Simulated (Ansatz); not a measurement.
# As (Pm-3m) in Ansatz: band structure with PBEsol

Aim: the band structure of As with PBEsol.

All numbers are computed with Ansatz 0.2.0; they aren't measurements. Logs are shortened: lines on timing, memory, paths and dates and some standing lists are left out, and cuts for length are marked.

## (1) The structure

The structure is cubic, space group Pm-3m (No. 221). Conventional cell: a = 2.704 Å, b = 2.704 Å, c = 2.704 Å, α = 90.00°, β = 90.00°, γ = 90.00°. As (site symmetry m-3m) has 6 As at 2.70 Å as nearest neighbours.

This isn't the form of As at room conditions, which is rhombohedral.

## (2) Band structure, PBEsol

File input.yaml:

```yaml
crystal:
  lattice:
    - [2.7036817444, 0.0, 0.0]
    - [0.0, 2.7036817444, 0.0]
    - [0.0, 0.0, 2.7036817444]
  atoms:
    - { symbol: As, position: [0.5, 0.5, 0.5] }
hamiltonian:
  xc: pbesol
  pseudopotentials: { kind: paw }
kpoints:
  mp_grid: { grid: [10, 10, 10] }
  band_path:
    path:
      - [[0.0, 0.0, 0.0], [0.0, 0.5, 0.0], [0.5, 0.5, 0.0], [0.0, 0.0, 0.0], [0.5, 0.5, 0.5], [0.0, 0.5, 0.0]]
      - [[0.5, 0.5, 0.0], [0.5, 0.5, 0.5]]
    npoints: 14
scf:
  occupations: { method: fermi_dirac, width: 0.05 }
  n_extra_bands: 6
output:
  forces: true
  stress: true
  eigenvalues: true
  fatbands: true
```

Potentials or basis: Ansatz PAW.

On the command line:

```console
ansatz run input.yaml --threads 2 --pin off --max-ram 5632MiB --backend cpu --events-out ev --progress --plain --runs-dir out
```

The log of the run:

```text
Warning: RAYON_NUM_THREADS=2 ignored (pool sized by the plan → 2); use --threads N
scf.n_extra_bands = 6 over 8 filled bands (N_el = 15.0): the run solves 14 bands
Engine: ansatz 0.2.0, aarch64-unknown-linux-gnu
Pseudopotentials: kind: paw
Pseudopotential: As, paw, valence charge 15, recommended cutoff 420 eV (normal), As.paw.azcp
Functional definition: PBEsol
  exchange = pbesol_x
  correlation = pbesol_c
Crystal: 1 atoms, lattice volume = 19.764 Å³
Basis set: ecut = 420 eV, 389 PW (Γ), exchange–correlation on 40×40×40 points (8 copies of the dense FFT grid, shifted against one another)
Bands: 14, of which v1, the nominal top of the filled ones, is band 8 counted from 1 (7 counted from 0)
Symmetry: 48 space group operations
Space group: Pm-3m (ITA 221), of the structure as read, at distance tolerance 2.7e-5 Å
k-points: 56 of 1000
Non-local potential: As, projectors of the file, l = 0: 2, l = 1: 2, l = 2: 3, l = 3: 1
PAW form: soft (Blöchl's): semilocal exchange-correlation on the pseudo side does not see the compensation charge
PAW frozen core: As, regenerated for the run's functional, and the local potential with it (the file was generated under x = pbe(κ = 0.804, μ = 0.2195149727645171), c = pbe(β = 0.06672455060314922))
PAW one-centre angular grid: As, 590 points (default); XC on 64 Gauss nodes
Initial density: superposition of atomic densities (neutral atoms: chi_scale 0, normalization atom), corrected by the library's trained network
Initial wavefunctions: pseudopotential atomic-orbital guess
Functional: x = pbesol(κ = 0.804, μ = 0.12345679012345678), c = pbesol(β = 0.046)
SCF iter   1: F=—  HF=-4812.958596 eV  |F-HF|=—  |Δ(HF+E_count)|=         —  Δρ=8.38e-4  dr2=4.42e-5  ethr=1.77e-3  ⟨swp⟩=5.5  Hψ=4514  notcnv=0  defer=2
preconditioner: auto → none  [metal: Δε(μ)=0.044 eV  Ē_g=18.204 eV  σ=0.050 eV  W_gap=0.21  n_scr=6 (ndim 8)  ℏωp=18.7 eV  f_vac=0.001  D(μ)=0.32/eV (n_scr^D=0)  sad-step TF]
SCF iter   2: F=—  HF=-4812.958284 eV  |F-HF|=—  |Δ(HF+E_count)|=   3.12e-4  Δρ=4.43e-4  dr2=1.34e-5  ethr=2.95e-7  ⟨swp⟩=2.0  Hψ=1658  notcnv=0  defer=15
SCF iter   3: F=—  HF=-4812.958295 eV  |F-HF|=—  |Δ(HF+E_count)|=   1.11e-5  Δρ=1.50e-4  dr2=2.18e-6  ethr=8.90e-8  ⟨swp⟩=2.0  Hψ=1084  notcnv=0  defer=15
SCF iter   4: F=—  HF=-4812.958299 eV  |F-HF|=—  |Δ(HF+E_count)|=   3.62e-6  Δρ=6.15e-5  dr2=8.09e-7  ethr=1.46e-8  ⟨swp⟩=2.0  Hψ=1111  notcnv=0  defer=15
SCF iter   5: F=—  HF=-4812.958298 eV  |F-HF|=—  |Δ(HF+E_count)|=   9.22e-7  Δρ=3.26e-5  dr2=2.30e-7  ethr=5.39e-9  ⟨swp⟩=2.1  Hψ=1047  notcnv=0  defer=15
SCF iter   6: F=-4812.958297 eV  HF=-4812.958297 eV  |F-HF|=3.46e-8  |Δ(HF+E_count)|=   3.18e-7  Δρ=7.38e-6  dr2=1.16e-8  ethr=6.67e-10  ⟨swp⟩=7.0  Hψ=3592  notcnv=0
SCF 1 converged in 6 iterations: F = -4812.958297 eV  dr2 = 1.16e-8
NSCF: frozen V_eff on 86 k-points
SCF converged after 6 iterations
Free energy (F): -4812.958297 eV
Harris-Foulkes:  -4812.958297 eV  (|F-HF|=3.46e-8)
Internal energy: -4812.955761 eV  (E = F + TS)
E sigma→0 (E₀):  -4812.957029 eV
Entropy (-TS):   -0.002536 eV (-2.536 meV/atom)
Fermi energy:    11.508498 eV
--- Per-component energies (eV) ---
  E_band       = -216.860988
  E_kinetic    = 102.719901
  E_local      = -1550.235941  (includes V_loc(G=0)·N_el)
  E_nonlocal   = -668.260610
  E_hartree    = 873.360096
  E_xc         = -78.836915
  E_vxc        = -79.411900  (∫ρ·V_xc dr)
  E_paw        = -1792.650313  (= ΣΔE_a)
  E_vpaw       = 231.601165  (= ΣTr[D̂ρ^β])
  E_aug_tail   = 0.000007  (compensation charges beyond the density's cutoff)
  E_ewald      = -1700.018415
  E_core_change = 0.966429  (= ΣΔE_core)
  E_smearing   = -0.002536  (= −TS)
  E_closure    = -0.000000  (closes the sum)
  Σ components = -4812.958297   (vs F -4812.958297, Δ=0.00e0)
--- Forces (eV/Å), atoms counted from 1 ---
  atom   1  As     0.00000000     0.00000000    -0.00000000
  max |Σ_I F_I| component: 3.29e-32 eV/Å
--- Stress (GPa, compression-positive) ---
       -1.561894       0.000000       0.000000
        0.000000      -1.561894       0.000000
        0.000000       0.000000      -1.561894
  P = ⅓ Tr σ = -1.5619 GPa (-15.619 kbar)
--- Band table (eV; the first three rows and the last of 56) ---
  k-point 0: bands = ["-24.4465", "-24.4465", "-24.3427", "-24.3427", "-24.3427", "-3.4254", "15.7090", "15.7090", "15.7090", "20.1648", "20.1648", "21.9667", "37.9125", "37.9125"]
  k-point 1: bands = ["-24.4461", "-24.4377", "-24.3452", "-24.3452", "-24.3425", "-3.2410", "13.6605", "15.8712", "15.8712", "20.3340", "21.3204", "23.3701", "34.8080", "34.8080"]
  k-point 2: bands = ["-24.4450", "-24.4148", "-24.3519", "-24.3519", "-24.3420", "-2.6976", "10.5868", "16.3342", "16.3342", "20.8303", "22.0777", "27.0735", "31.6809", "31.6809"]
  k-point 55: bands = ["-24.3989", "-24.3989", "-24.3989", "-24.3002", "-24.3002", "6.6215", "9.7534", "9.7534", "9.7534", "17.4943", "17.4943", "17.4943", "20.9376", "47.4155"]
```

Run time: 1.2 s. Hardware: 2 threads of Arm Neoverse V1, shared host; peak memory 0.26 GiB.

Results:

* Free energy: -4812.9583 eV
* Pressure: -1.6 GPa
* Band gap on the k mesh: none (metal or under the smearing width)

Levels at the corners of the path, in eV from the Fermi level:
| point | band 6 | band 7 | band 8 | band 9 | band 10 | band 11 |
| --- | --- | --- | --- | --- | --- | --- |
| Γ | -14.93 | 4.20 | 4.20 | 4.20 | 8.66 | 8.66 |
| X | -11.78 | -6.90 | 6.50 | 6.50 | 11.47 | 14.05 |
| M | -8.50 | -4.21 | -4.21 | 2.48 | 8.66 | 16.93 |
| Γ | -14.93 | 4.20 | 4.20 | 4.20 | 8.66 | 8.66 |
| R | -4.89 | -1.76 | -1.76 | -1.76 | 5.99 | 5.99 |
| X | -11.78 | -6.90 | 6.50 | 6.50 | 11.47 | 14.05 |
| M | -8.50 | -4.21 | -4.21 | 2.48 | 8.66 | 16.93 |
| R | -4.89 | -1.76 | -1.76 | -1.76 | 5.99 | 5.99 |

Caveat: the PAW data sets come from PBE, with cores solved anew for the run's functional, which leaves a small shift of forces and pressure.

## (3) For comparison

An earlier run on the cell as given: functional PBEsol; potentials or basis Ansatz PAW; cutoff 420 eV (not typed: the program's choice for these potentials); k mesh 10 × 10 × 10; occupations fermi-dirac, width 0.05 eV; no spin polarisation.

- Pressure: -1.6 GPa
- Band gap on the k mesh: none (metal or under the smearing width)
